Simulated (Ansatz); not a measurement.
# Zr (diamond type): how the settings move a single-point run

Question: which choices in the input matter for Zr (diamond type)?

Computed with Ansatz 0.2.0 (reference: DFT, PBE, all-electron LAPW, scalar-relativistic, unless a step's input says otherwise).

## (1) Starting point

Symmetry: Fd-3m, No. 227, cubic system. The conventional cell has a = 5.525 Å, b = 5.525 Å, c = 5.525 Å, α = 90.00°, β = 90.00°, γ = 90.00°. Zr (site symmetry -43m) is surrounded by 4 Zr at 2.39 Å.

Structure file:

```cif
data_structure
_symmetry_space_group_name_H-M 'P 1'
_symmetry_Int_Tables_number 1
_cell_length_a 3.9065
_cell_length_b 3.9065
_cell_length_c 3.9065
_cell_angle_alpha 60.000
_cell_angle_beta 60.000
_cell_angle_gamma 60.000
_cell_volume 42.15
loop_
_atom_site_label
_atom_site_type_symbol
_atom_site_fract_x
_atom_site_fract_y
_atom_site_fract_z
_atom_site_occupancy
Zr1 Zr 0.87500 0.87500 0.87500 1
Zr2 Zr 0.12500 0.12500 0.12500 1
```

## (2) Baseline

Input file input.yaml:

```yaml
crystal:
  lattice:
    - [0.0, 2.762296356, 2.762296356]
    - [2.762296356, 0.0, 2.762296356]
    - [2.762296356, 2.762296356, 0.0]
  atoms:
    - { symbol: Zr, position: [-0.125, -0.125, -0.125] }
    - { symbol: Zr, position: [0.125, 0.125, 0.125] }
kpoints:
  mp_grid: { grid: [11, 11, 11] }
  band_path:
    path:
      - [0.0, 0.0, 0.0]
      - [0.5, 0.0, 0.5]
      - [0.625, 0.25, 0.625]
      - [0.375, 0.375, 0.75]
      - [0.0, 0.0, 0.0]
      - [0.5, 0.5, 0.5]
      - [0.5, 0.25, 0.75]
      - [0.5, 0.0, 0.5]
    npoints: 8
scf:
  occupations: { method: fermi_dirac, width: 0.08 }
hamiltonian:
  xc: pbe
  pseudopotentials: { kind: all_electron, lapw: { basis_error: 0.001 } }
output:
  forces: true
  stress: true
  eigenvalues: true
  populations: true
  dos: { projected: true, de: 0.2, e_range: [-14, 8] }
```

Command:

```sh
ansatz run input.yaml --threads 1 --pin off --max-ram 2048MiB --backend cpu --events-out ev --progress --plain --runs-dir out
```

## (3) Changed: mp_grid.grid [7, 7, 7], xc pbesol

input.yaml, as its differences from that of step 2:

```diff
@@ -9,3 +9,3 @@
 kpoints:
-  mp_grid: { grid: [11, 11, 11] }
+  mp_grid: { grid: [7, 7, 7] }
   band_path:
@@ -24,3 +24,3 @@
 hamiltonian:
-  xc: pbe
+  xc: pbesol
   pseudopotentials: { kind: all_electron, lapw: { basis_error: 0.001 } }
@@ -31,2 +31 @@
   populations: true
-  dos: { projected: true, de: 0.2, e_range: [-14, 8] }
```

Q: Predict the outcome of this session. Wanted: for each run, ending; energy change; pressure; gap; force.

The runs gave:

```tsv
run	ending	energy change	pressure (GPa)	gap (eV)	force (eV/Å)	cycles	time
reference	converged	-	26.7	0.00	0.00	9	30 s
1: mp_grid.grid [7, 7, 7], xc pbesol	converged	not comparable	21.8	0.00	0.00	9	16 s
```

Times don't compare one to one where runs were asked for different outputs or read a saved state (see the inputs); cycles may leave out searches for a lower state.

Residual by cycle in the longest SCF loop of each run; runs are numbered as in the table. The quantity is the density residual dr2, in eV.

```tsv
cycle	reference	run 1
1	0.865	0.884
2	0.473	0.486
3	0.0237	0.0192
4	0.0112	0.0122
5	3.6e-4	3.1e-4
6	3.7e-5	2.6e-5
7	8.2e-7	7.0e-7
8	2.2e-7	1.4e-7
9	2.5e-9	9.2e-10
```

What this shows: A change of functional puts the total energy on another scale; the pressure goes from 26.7 to 21.8 GPa. The k-point mesh changed too. The structure is not at rest: the sound run finds 27 GPa, so these are no properties of the relaxed crystal. 
